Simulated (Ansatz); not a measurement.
# BAs: a single-point run

Aim: a sound single-point run of BAs. The structure is shown as the input types it.

Computed with Ansatz 0.2.0 (density functional or hybrid calculation with the settings of its input, plane waves (as first typed), unless a step's input says otherwise).

3 further runs of the same task are left out: 1 for a known fault of the program, 2 that didn't finish.

**1. Starting point**

Symmetry: F-43m, No. 216, cubic system. The conventional cell has a = 4.784 Å, b = 4.784 Å, c = 4.784 Å, α = 90.00°, β = 90.00°, γ = 90.00°. B (site symmetry -43m) is surrounded by 4 As at 2.07 Å. As (site symmetry -43m) is surrounded by 4 B at 2.07 Å.

As a file:

```
CELL_PARAMETERS angstrom
0.00000 2.39187 2.39187
2.39187 0.00000 2.39187
2.39187 2.39187 0.00000
ATOMIC_POSITIONS crystal
B 0.00000 0.00000 0.00000
As 0.25000 0.25000 0.25000
```

**2. Running it**

input.yaml

```yaml
crystal:
  lattice:
    - [0.0, 2.3918698977, 2.3918698977]
    - [2.3918698977, 0.0, 2.3918698977]
    - [2.3918698977, 2.3918698977, 0.0]
  atoms:
    - { symbol: B, position: [0.0, 0.0, 0.0] }
    - { symbol: As, position: [0.25, 0.25, 0.25] }
kpoints:
  mp_grid: { grid: [2, 4, 6] }
hamiltonian:
  xc: hse06
scf:
  occupations: { method: fixed }
  n_extra_bands: 4
output:
  forces: true
  stress: true
  eigenvalues: true
```

Command:

```
$ ansatz run input.yaml --threads 4 --pin off --max-ram 3686MiB --backend cpu --events-out ev --progress --plain --runs-dir out
```

What happens when this is run?

The run converged and reported no error, with warnings (stress exchange threshold loose, stress scf threshold loose, symmetry narrowed by mesh). Its log warns: «crystal.symmetry: narrowed to the stabiliser of the k-point mesh — unitary ops 24 → 2; excluded 22 operations that carry a point of the 2×4×6 mesh (shift [0, 0 ...»

In the input, kpoints.mp_grid.grid is [2, 4, 6]. Unequal divisions along equivalent axes break the crystal's symmetry in the sampling.

Run again and compare: set kpoints.mp_grid.grid to [4, 4, 4].
